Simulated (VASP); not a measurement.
Set up this calculation in VASP 6.6.1, as the native input.

```
Task                   : single point
Functional             : PBE
Potentials or basis    : VASP PAW PBE potentials, release 64 (N, B)
Cutoff                 : 520 eV
k mesh                 : 12 × 12 × 6
Occupations            : fermi-dirac, width 0.05 eV
Spin                   : no spin polarisation
Further INCAR settings : ALGO = Normal; EDIFF = 1e-07; NBANDS = 16
```

The structure of BN lies in POSCAR:

```
BN
1.0
    2.5539396017      0.0000000000      0.0000000000
   -1.2769698009      2.2117765748      0.0000000000
    0.0000000000      0.0000000000      4.2268550000
N B
2 2
Direct
    0.3333333333      0.6666666667      0.1252760000
    0.6666666667      0.3333333333      0.6252760000
    0.3333333333      0.6666666667      0.4997240000
    0.6666666667      0.3333333333      0.9997240000
```

Measurements of this composition are mostly on another form, of space group No. 194.

These files were run (other wordings do the same):

INCAR

```
SYSTEM = BN
  ALGO = Normal
  EDIFF = 1E-7
  ENCUT = 520
  GGA = PE
  ISIF = 2
  ISMEAR = -1
  LASPH = .TRUE.
  LCHARG = .TRUE.
  LELF = .TRUE.
  LREAL = .FALSE.
  LVHAR = .TRUE.
  LWAVE = .FALSE.
  NBANDS = 16
  NELM = 100
  PREC = Accurate
  SIGMA = 0.05
```

KPOINTS

```
k-points
0
G
  12 12 6
  0 0 0
```

Potentials or basis: VASP PAW PBE potentials, release 64 (N, B).

Launch:

```bash
$ cat potpaw_PBE.64/N/POTCAR potpaw_PBE.64/B/POTCAR > POTCAR
$ mpirun -np 1 vasp_std > vasp.out
```

Results of the run:

```yaml
Pressure: 0.2 GPa
Largest_force: 0.014 eV/Å
Band_gap_on_the_k_mesh: 5.20 eV, indirect (least direct gap 8.23 eV)
```

Wall time 16 s on 1 thread of Intel(R) Xeon(R) Platinum 8488C (Sapphire Rapids), on a shared host, peak memory 0.14 GiB.
